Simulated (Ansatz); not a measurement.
Input and output of a single-point calculation on AlN (rocksalt) (Ansatz 0.2.0, r2SCAN). The cell was relaxed with r2SCAN and then strained (epitaxial -2.0 % in the plane normal to [111], free normal strain +0.29 %), with the atoms relaxed again with r2SCAN; k points keep the names of the unstrained zone.

input.yaml:
```yaml
crystal:
  lattice:
    - [0.0307724523, 2.0092635354, 2.0092635354]
    - [2.0092635354, 0.0307724523, 2.0092635354]
    - [2.0092635354, 2.0092635354, 0.0307724523]
  atoms:
    - { symbol: Al, position: [0.0, 0.0, 0.0] }
    - { symbol: "N", position: [0.5, 0.5, 0.5] }
kpoints:
  mp_grid: { grid: [10, 10, 10] }
  band_path:
    path:
      - [0.0, 0.0, 0.0]
      - [0.5, 0.0, 0.5]
      - [0.625, 0.25, 0.625]
      - [0.375, 0.375, 0.75]
      - [0.5, 0.5, 0.5]
      - [0.5, 0.25, 0.75]
      - [0.0, 0.5, 0.5]
    npoints: 1
hamiltonian:
  xc: r2scan
scf:
  occupations: { method: fixed }
  n_extra_bands: 4
output:
  forces: true
  stress: true
  eigenvalues: true
```

Command: `ansatz run input.yaml --threads 2 --pin off --max-ram 29491MiB --backend cpu --events-out ev --progress --plain --runs-dir out`.

Question: It took 1.5 s on 2 threads of AMD EPYC 7R13 Processor (Zen 3), on a shared host. What peak of host memory did it reach?

Answer: About 0.47 GiB.

The log, with set-up remarks and timings taken out:
```
scf.n_extra_bands = 4 over 4 filled bands (N_el = 8.0): the run solves 8 bands
Pseudopotential: Al, paw, valence charge 3, recommended cutoff 500 eV (meta_gga)
Pseudopotential: N, paw, valence charge 5, recommended cutoff 500 eV (meta_gga)
Functional definition: r2SCAN
Crystal: 2 atoms, lattice volume = 15.851 Å³
Basis set: ecut = 500 eV, 411 PW (Γ)
Symmetry: 12 space group operations
Space group: R-3m (ITA 166)
k-points: 116 of 1000
Free energy (F): -928.115440 eV
Fermi energy:    11.756986 eV
--- Per-component energies (eV) ---
  E_band       = 38.636913
  E_kinetic    = 166.343211
  E_local      = -165.930800
  E_nonlocal   = 53.412985
  E_hartree    = 61.952760
  E_xc         = -100.862118
  E_vxc        = -122.015665
  E_paw        = -602.438417
  E_vpaw       = -23.553527
  E_vtau       = 6.475558
  E_ewald      = -340.503410
  E_core_change = -0.089673
--- Forces (eV/Å), atoms counted from 1 ---
  atom   1  Al      0.00000      0.00000      0.00000
  atom   2  N       0.00000      0.00000      0.00000
--- Stress (GPa, compression-positive) ---
       11.199987      -5.612841      -5.612841
       -5.612841      11.199987      -5.612841
       -5.612841      -5.612841      11.199987
  P = ⅓ Tr σ = 11.2000 GPa (112.000 kbar)
```

The file bands.tsv (bands near the Fermi energy, numbered from 0, rounded):
```tsv
# k_distance	band_0	band_1	band_2	band_3	band_4	band_5	band_6	band_7
# fermi_ev = 11.756986
# [0, 0, 0] at k_distance = 0.000000
# [0.5, 0, 0.5] at k_distance = 1.575898
# [0.625, 0.25, 0.625] at k_distance = 2.128797
# [0.375, 0.375, 0.75] at k_distance = 3.101166
# [0.5, 0.5, 0.5] at k_distance = 4.073536
# [0.5, 0.25, 0.75] at k_distance = 5.196332
# [0, 0.5, 0.5] at k_distance = 6.968958
# levels_relative_to = fermi_ev
0.000	-18.895	-0.349	0.000	0.000	6.949	12.498	13.191	13.191
1.576	-14.468	-7.941	-3.287	-2.948	5.540	6.082	15.764	19.254
2.129	-14.478	-7.047	-5.923	-2.450	7.116	10.061	14.273	16.429
3.101	-14.478	-7.047	-5.923	-2.450	7.116	10.061	14.273	16.429
4.074	-15.623	-8.999	-1.168	-1.168	7.417	12.563	12.563	14.882
5.196	-14.308	-6.174	-6.160	-4.167	9.369	11.765	11.785	13.793
6.969	-14.468	-7.941	-3.287	-2.948	5.540	6.082	15.764	19.254
```
In order the rows are Γ, X, U, K, L, W, X.

r2SCAN gives an indirect gap of 5.54 eV, from Γ to X; the least direct gap is 6.95 eV at Γ. The mean pressure at these positions is +11.20 GPa, compression counted positive.

Spin-unpolarised throughout. Whether this structure exists isn't addressed.
